The gap in the table is the energy between the highest filled and the lowest empty level that a density-functional calculation with PBEsol finds on its mesh of k points. In silicon these two levels lie at different k points. The Fermi energy of the same run tells where the gap's upper edge must be, and the reasoning needs only a pocket calculator.

Silicon (Fd-3m, 2-atom cell, not relaxed) in Kohn-Sham DFT with PBEsol and the programs listed, without spin polarisation or spin-orbit coupling, on an 8×8×8 k mesh with Fermi-Dirac smearing of 0.05 eV. Both gaps are taken on this mesh. The basis column gives the plane-wave cutoff energy, but for Ansatz LAPW the target basis error and for FLEUR Kmax in 1/bohr.

```tsv
program	potentials	basis	gap (eV)	direct gap (eV)	gap less the median of the rows (eV)
VASP	VASP PAW PBE potentials, recommended	520 eV	0.51400	2.51400	-0.005
Ansatz	PseudoDojo PBEsol stringent	490 eV	0.51800	2.51000	-0.001
Quantum ESPRESSO	PseudoDojo 0.4 SR PBEsol stringent	490 eV	0.51800	2.51000	-0.001
Ansatz	Ansatz PAW	420 eV	0.51900	2.51600	0.000
Ansatz LAPW	all electron LAPW, scalar relativistic	0.001 eV/atom basis error	0.52200	2.51900	0.003
FLEUR	all electron	4.03 Kmax	0.52200	2.51900	0.003
Quantum ESPRESSO	GBRV 1.5 PBEsol	612 eV	0.52200	2.51700	0.003
```

**Why the Fermi energy knows the gap**

Fermi-Dirac smearing of width w lifts a few electrons across the gap, and each leaves a hole behind. Far from the Fermi energy E_F, the share of electrons or holes in a level falls as exp(−distance/w). Let N_v states sit at the valence top E_v and N_c states at the conduction edge E_c. Equal numbers of holes and electrons then require

N_v exp[−(E_F − E_v)/w] = N_c exp[−(E_c − E_F)/w].

Taking logarithms gives the rule:

**gap = 2(E_F − E_v) + w ln(N_c/N_v)**

If both edges had equally many states, the Fermi energy would lie exactly in mid-gap. Where the conduction edge has more states, fewer electrons per state are enough to balance the holes, so the Fermi energy sinks towards the valence band. Twice its height above the valence top is then less than the gap, and the logarithm makes up the difference.

**Counting the states**

The valence top of silicon is threefold at the zone centre, so N_v = 3; spin doubles both counts and cancels. The conduction minimum lies on the line from the zone centre to the point X, at about 0.85 of its length. This mesh has points at 0.75 and at 1, the latter being X itself. By symmetry there are six points of the first kind, and the three X points hold two states each.

Two limits now bracket the answer. If X lay far above the points at 0.75, only six states would count and the logarithmic term would be 0.05 eV × ln 2, or 0.035 eV. If X lay level with them, twelve would count and the term would double to 0.07 eV.

A parabola places X between these limits. With a textbook effective mass of 0.92 electron masses along the line, the energy rises by C = 5.5 eV times the square of the distance from the minimum, measured in lengths of the line. X therefore lies 5.5 × (0.15² − 0.10²) = 0.07 eV above the points at 0.75. Its six states count with a weight of exp(−0.07/0.05), about a quarter, so N_c is 7.5 and the logarithmic term is 0.05 × ln(7.5/3) = 0.046 eV.

**Two rows worked**

In the VASP run the Fermi energy lies 0.236 eV above the valence top. The estimate is 2 × 0.236 + 0.046 = 0.518 eV, against a computed gap of 0.514 eV.

In the FLEUR run the height is 0.240 eV, which gives 0.526 eV against 0.522 eV. The mass and the position of the minimum are rounded textbook values, so neither row helped to set them.

**How good it is**

The estimate is about 4 meV too high in all seven rows, while the plain mid-gap rule is about 42 meV too low. The miss hardly changes because a different potential shifts the gap, and the height of the Fermi energy above the valence top follows by half that shift. The logarithmic term belongs to the crystal, the mesh and the smearing, which all rows share. Placing the minimum at 0.84 instead of 0.85 would remove nearly the whole miss, so a miss of this size lies within the rounding of the constants. The count also leaves out the few holes in valence levels below the top, and including them would lower the estimate a little too.

The rule reads the gap back from a Fermi energy that the program found with the empty bands included. The program sets that energy by the same balance of charge, so the agreement tests only the count of states. The rule is a check on a finished run, not a forecast of the gap from the crystal alone.

**What to do with it**

The same parabola estimates an error that all rows share. The mesh misses the true minimum by a tenth of the line, so the printed gap is too large by about 5.5 × 0.10² = 0.055 eV. That is theory, supported only indirectly by the position of the Fermi energy, and it shifts by about 0.01 eV if the minimum moves by 0.01 of the line. Even so, it is several times the 8 meV by which the rows differ. To improve this gap, sample the line to X more finely before changing the program or the potential. The direct gap, taken at a single k point, has both its levels at the zone centre in these runs. That point is on the mesh, so this correction does not apply to the printed value.

For another semiconductor or another mesh, count the states within a few w of each edge afresh, and weight each by exp(−distance from that edge/w), as was done for X. The rule holds for Fermi-Dirac smearing much narrower than half the gap and for an undoped crystal. Spin-orbit coupling, left out here, would split the valence top and change N_v. A good estimate also inherits the functional's own error: the measured gap of silicon is roughly 1.2 eV, more than twice any value in the gap column.
